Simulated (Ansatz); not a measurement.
# Hf (P6_3/mmc) in Ansatz: single point with PBE

Aim: the single point of Hf with PBE.

Program: Ansatz 0.2.0. These are calculated values, not measurements. Logs are shortened: lines on timing, memory, paths and dates and some standing lists are left out, and cuts for length are marked.

### Step 1. Starting point

It takes space group P6_3/mmc (No. 194, hexagonal). Conventional cell: a = 3.197 Å, b = 3.197 Å, c = 5.058 Å, α = 90.00°, β = 90.00°, γ = 120.00°. Around Hf (site symmetry -6m2) lie 12 Hf at 3.13 to 3.20 Å.

### Step 2. Single point, PBE

The input, input.yaml:

```yaml
crystal:
  lattice:
    - [3.1967, 0.0, 0.0]
    - [-1.59835, 2.7684234083, 0.0]
    - [0.0, 0.0, 5.0578]
  atoms:
    - { symbol: Hf, position: [0.6666666667, 0.3333333333, 0.75] }
    - { symbol: Hf, position: [0.3333333333, 0.6666666667, 0.25] }
hamiltonian:
  xc: pbe
  pseudopotentials: { kind: paw }
kpoints:
  mp_grid: { grid: [10, 10, 5] }
scf:
  occupations: { method: gaussian, width: 0.024 }
output:
  forces: true
  stress: true
  eigenvalues: true
```

Potentials or basis: Ansatz PAW.

On the command line:

```sh
ansatz run input.yaml --threads 2 --pin off --max-ram 5632MiB --backend cpu --events-out ev --progress --plain --runs-dir out
```

Output:

```text
Warning: RAYON_NUM_THREADS=2 ignored (pool sized by the plan → 2); use --threads N
Engine: ansatz 0.2.0, x86_64-unknown-linux-gnu
Pseudopotentials: kind: paw
Pseudopotential: Hf, paw, valence charge 26, recommended cutoff 420 eV (normal), Hf.paw.azcp
Functional definition: PBE
  parameter kappa = 0.804
  parameter beta = 0.06672455060314922
  exchange = pbe_x(kappa = kappa, mu = beta*pi^2/3)
  correlation = pbe_c(beta = beta)
Crystal: 2 atoms, lattice volume = 44.761 Å³
Basis set: ecut = 420 eV, 881 PW (Γ), exchange–correlation on 48×48×72 points (8 copies of the dense FFT grid, shifted against one another)
Bands: 32, of which v1, the nominal top of the filled ones, is band 26 counted from 1 (25 counted from 0)
Symmetry: 24 space group operations
Space group: P63/mmc (ITA 194), of the structure as read, at distance tolerance 3.6e-5 Å
k-points: 42 of 500
Non-local potential: Hf, projectors of the file, l = 0: 3, l = 1: 2, l = 2: 2, l = 3: 3
PAW form: soft (Blöchl's): semilocal exchange-correlation on the pseudo side does not see the compensation charge
PAW one-centre angular grid: Hf, 590 points (default); XC on 64 Gauss nodes
Initial density: superposition of atomic densities (neutral atoms: chi_scale 0, normalization atom), corrected by the library's trained network
Initial wavefunctions: pseudopotential atomic-orbital guess
Functional: x = pbe(κ = 0.804, μ = 0.2195149727645171), c = pbe(β = 0.06672455060314922)
SCF iter   1: F=—  HF=-31442.722914 eV  |F-HF|=—  |Δ(HF+E_count)|=         —  Δρ=3.07e-3  dr2=2.07e-3  ethr=1.77e-3  ⟨swp⟩=5.0  Hψ=4560  notcnv=0
preconditioner: auto → Kerker (q_TF=auto, 2.797 Å⁻¹)  [metal: Δε(μ)=0.012 eV  Ē_g=17.562 eV  σ=0.024 eV  W_gap=0.27  n_scr=22 (ndim 8)  ℏωp=38.5 eV  f_vac=0.000  D(μ)=2.32/eV (n_scr^D=22)]
SCF iter   2: F=—  HF=-31442.723194 eV  |F-HF|=—  |Δ(HF+E_count)|=   2.80e-4  Δρ=1.92e-3  dr2=8.94e-4  ethr=3.98e-6  ⟨swp⟩=2.3  Hψ=2416  notcnv=0  defer=31
SCF iter   3: F=—  HF=-31442.723406 eV  |F-HF|=—  |Δ(HF+E_count)|=   2.12e-4  Δρ=3.17e-4  dr2=4.18e-5  ethr=1.72e-6  ⟨swp⟩=3.0  Hψ=2357  notcnv=0  defer=31
SCF iter   4: F=—  HF=-31442.723413 eV  |F-HF|=—  |Δ(HF+E_count)|=   7.04e-6  Δρ=1.72e-4  dr2=8.29e-6  ethr=8.03e-8  ⟨swp⟩=2.0  Hψ=2362  notcnv=0  defer=31
SCF iter   5: F=—  HF=-31442.723410 eV  |F-HF|=—  |Δ(HF+E_count)|=   2.99e-6  Δρ=5.55e-5  dr2=8.16e-7  ethr=1.59e-8  ⟨swp⟩=2.0  Hψ=2024  notcnv=0  defer=31
SCF iter   6: F=-31442.723411 eV  HF=-31442.723411 eV  |F-HF|=1.12e-8  |Δ(HF+E_count)|=   3.65e-7  Δρ=1.32e-5  dr2=4.14e-8  ethr=1.92e-10  ⟨swp⟩=7.0  Hψ=7153  notcnv=0
SCF 1 converged in 6 iterations: F = -31442.723411 eV  dr2 = 4.14e-8
SCF converged after 6 iterations
Free energy (F): -31442.723411 eV
Harris-Foulkes:  -31442.723411 eV  (|F-HF|=1.12e-8)
Internal energy: -31442.722737 eV  (E = F + TS)
E sigma→0 (E₀):  -31442.723074 eV
Entropy (-TS):   -0.000673 eV (-0.337 meV/atom)
Fermi energy:    19.879031 eV
--- Per-component energies (eV) ---
  E_band       = 72.064246
  E_kinetic    = 848.478589
  E_local      = -10144.679069  (includes V_loc(G=0)·N_el)
  E_nonlocal   = -2488.682010
  E_hartree    = 4772.868980
  E_xc         = -600.334583
  E_vxc        = -532.528363  (∫ρ·V_xc dr)
  E_paw        = -13855.654414  (= ΣΔE_a)
  E_vpaw       = 2843.745896  (= ΣTr[D̂ρ^β])
  E_aug_tail   = -0.000002  (compensation charges beyond the density's cutoff)
  E_ewald      = -9974.720229
  E_smearing   = -0.000673  (= −TS)
  E_closure    = -0.000000  (closes the sum)
  Σ components = -31442.723411   (vs F -31442.723411, Δ=0.00e0)
--- Forces (eV/Å), atoms counted from 1 ---
  atom   1  Hf     0.00000000     0.00000000     0.00000000
  atom   2  Hf     0.00000000    -0.00000000    -0.00000000
  max |Σ_I F_I| component: 7.40e-17 eV/Å
--- Stress (GPa, compression-positive) ---
        0.709226       0.000000      -0.000000
       -0.000000       0.709226      -0.000000
       -0.000000      -0.000000       0.433568
  P = ⅓ Tr σ = 0.6173 GPa (6.173 kbar)
--- Band table (eV; the first three rows and the last of 42) ---
  k-point 0: bands = ["-42.0150", "-41.9437", "-11.1596", "-10.4159", "-10.4159", "-10.2909", "-10.2876", "-10.2876", "8.0158", "8.0516", "8.0516", "8.0521", "8.0521", "8.0522", "8.0592", "8.0639", "8.0639", "8.0707", "8.0901", "8.0901", "8.1338", "8.1373", "12.5209", "16.1854", "20.5303", "21.0708", "21.0708", "21.3503", "21.8928", "21.8928", "22.5321", "22.5322"]
  k-point 1: bands = ["-42.0082", "-41.9505", "-11.0817", "-10.4038", "-10.4038", "-10.3794", "-10.3000", "-10.3000", "8.0173", "8.0381", "8.0381", "8.0502", "8.0539", "8.0539", "8.0562", "8.0707", "8.0707", "8.0734", "8.0957", "8.0957", "8.1341", "8.1370", "12.8840", "15.9704", "20.1077", "20.9103", "20.9103", "21.0407", "21.6155", "21.6155", "23.0812", "23.0812"]
  k-point 2: bands = ["-41.9904", "-41.9684", "-10.8730", "-10.6051", "-10.3719", "-10.3719", "-10.3322", "-10.3322", "8.0237", "8.0338", "8.0338", "8.0356", "8.0401", "8.0401", "8.0647", "8.0719", "8.0882", "8.0882", "8.0975", "8.0975", "8.1350", "8.1361", "13.8688", "15.1152", "19.8653", "20.3557", "20.8595", "20.8595", "21.1360", "21.1360", "24.1633", "24.1633"]
  k-point 41: bands = ["-41.9410", "-41.9382", "-10.9593", "-10.9472", "-10.7603", "-10.6820", "-10.4519", "-10.4280", "8.0396", "8.0467", "8.0496", "8.0541", "8.0573", "8.0601", "8.0692", "8.0703", "8.0719", "8.0733", "8.0754", "8.0797", "8.1148", "8.1150", "17.7630", "17.8301", "18.6401", "18.8121", "19.5982", "19.8486", "22.0104", "22.8804", "24.9943", "25.3343"]
```

It took 2.9 s on 2 threads of Intel Xeon at 2.50GHz (Skylake/Cascade Lake), shared host; peak memory 0.37 GiB.

What came out:

```yaml
Free_energy: -31442.7234 eV
Pressure: 0.6 GPa
Band_gap_on_the_k_mesh: none (metal or under the smearing width)
```

Levels at points of the mesh, in eV from the Fermi level:
| k point | band 24 | band 25 | band 26 | band 27 | band 28 | band 29 |
| --- | --- | --- | --- | --- | --- | --- |
| (0.00, 0.00, 0.00) | -3.69 | 0.65 | 1.19 | 1.19 | 1.47 | 2.01 |
| (0.00, -0.50, 0.00) | -2.73 | -2.21 | -0.79 | 0.80 | 0.88 | 1.69 |
